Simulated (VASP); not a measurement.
Here is a VASP 6.6.1 calculation.

INCAR

```
SYSTEM = PbSe
ALGO     = Normal         ! electronic algorithm
EDIFF    = 1E-6           ! SCF threshold, eV
ENCUT    = 520            ! plane-wave cutoff, eV
GGA      = AM             ! functional
ISIF     = 2              ! what is computed and relaxed
ISMEAR   = -1             ! smearing method
LASPH    = .True.         ! aspherical terms in the spheres
LCHARG   = .False.        ! write CHGCAR
LREAL    = .False.        ! projectors in reciprocal space
LWAVE    = .False.        ! write WAVECAR
NELM     = 100            ! most SCF steps
PREC     = Accurate       ! precision mode
SIGMA    = 0.05           ! smearing width, eV
```

The input KPOINTS:

```
k-points
0
Gamma
  8 8 8
  0 0 0
```

File POSCAR:

```
PbSe
1.0
    0.0000000000      3.0606500000      3.0606500000
    3.0606500000      0.0000000000      3.0606500000
    3.0606500000      3.0606500000      0.0000000000
Pb Se
1 1
Direct
    0.0000000000      0.0000000000      0.0000000000
    0.5000000000      0.5000000000      0.5000000000
```

The input KPOINTS_OPT:

```
path GXWKGLUWLK,UX
10
line-mode
reciprocal
 0.0000000000  0.0000000000  0.0000000000  G
 0.5000000000  0.0000000000  0.5000000000  X

 0.5000000000  0.0000000000  0.5000000000  X
 0.5000000000  0.2500000000  0.7500000000  W

 0.5000000000  0.2500000000  0.7500000000  W
 0.3750000000  0.3750000000  0.7500000000  K

 0.3750000000  0.3750000000  0.7500000000  K
 0.0000000000  0.0000000000  0.0000000000  G

 0.0000000000  0.0000000000  0.0000000000  G
 0.5000000000  0.5000000000  0.5000000000  L

 0.5000000000  0.5000000000  0.5000000000  L
 0.6250000000  0.2500000000  0.6250000000  U

 0.6250000000  0.2500000000  0.6250000000  U
 0.5000000000  0.2500000000  0.7500000000  W

 0.5000000000  0.2500000000  0.7500000000  W
 0.5000000000  0.5000000000  0.5000000000  L

 0.5000000000  0.5000000000  0.5000000000  L
 0.3750000000  0.3750000000  0.7500000000  K

 0.6250000000  0.2500000000  0.6250000000  U
 0.5000000000  0.0000000000  0.5000000000  X
```

Potentials or basis: VASP PAW PBE potentials, release 64 (Pb_d, Se).

Launch:

```bash
$ cat potpaw_PBE.64/Pb_d/POTCAR potpaw_PBE.64/Se/POTCAR > POTCAR
$ mpirun -np 1 vasp_std > vasp.out
```

**Question.** What does it give for the pressure?

**Answer.** 0.0 GPa.

**Question.** Estimate the band gap along the path.

**Answer.** 0.27 eV, direct.

Levels at the corners of the path, in eV from the valence-band top:
```csv
point,band 8,band 9,band 10,band 11,band 12,band 13
Γ,-1.87,-1.87,-1.87,4.70,4.70,4.70
X,-4.99,-3.23,-3.23,3.68,5.60,5.60
X,-4.99,-3.23,-3.23,3.68,5.60,5.60
W,-4.23,-4.23,-0.78,1.87,4.94,4.94
W,-4.23,-4.23,-0.78,1.87,4.94,4.94
K,-4.58,-2.72,-2.40,3.38,4.00,5.44
K,-4.58,-2.72,-2.40,3.38,4.00,5.44
Γ,-1.87,-1.87,-1.87,4.70,4.70,4.70
Γ,-1.87,-1.87,-1.87,4.70,4.70,4.70
L,-1.45,-1.45,0.00,0.27,1.68,1.68
L,-1.45,-1.45,0.00,0.27,1.68,1.68
U,-4.58,-2.72,-2.40,3.38,4.00,5.44
U,-4.58,-2.72,-2.40,3.38,4.00,5.44
W,-4.23,-4.23,-0.78,1.87,4.94,4.94
W,-4.23,-4.23,-0.78,1.87,4.94,4.94
L,-1.45,-1.45,0.00,0.27,1.68,1.68
L,-1.45,-1.45,0.00,0.27,1.68,1.68
K,-4.58,-2.72,-2.40,3.38,4.00,5.44
U,-4.58,-2.72,-2.40,3.38,4.00,5.44
X,-4.99,-3.23,-3.23,3.68,5.60,5.60
```

Caveat: the PAW data sets were made with another functional, which shifts forces and pressure a little; spin-orbit coupling is left out, which as a rule narrows the gap of such compounds by several tenths of an eV.

**Experimental background.**

A printed reference work, monograph reports, for a bulk crystal of PbSe at 300 K: band gap 0.28 eV (direct).

Measured gap of PbSe: 0.28 eV (direct; 300 K; a printed reference work, monograph). This calculation gives 0.27 eV (-0.01 eV). 2 values of this kind are on record (0.15 to 0.28 eV); this one was drawn at random. Spin-orbit coupling on Pb, Se is left out. The value is that of AM05, without temperature or zero-point motion. Semilocal functionals fall short of measured gaps as a rule.
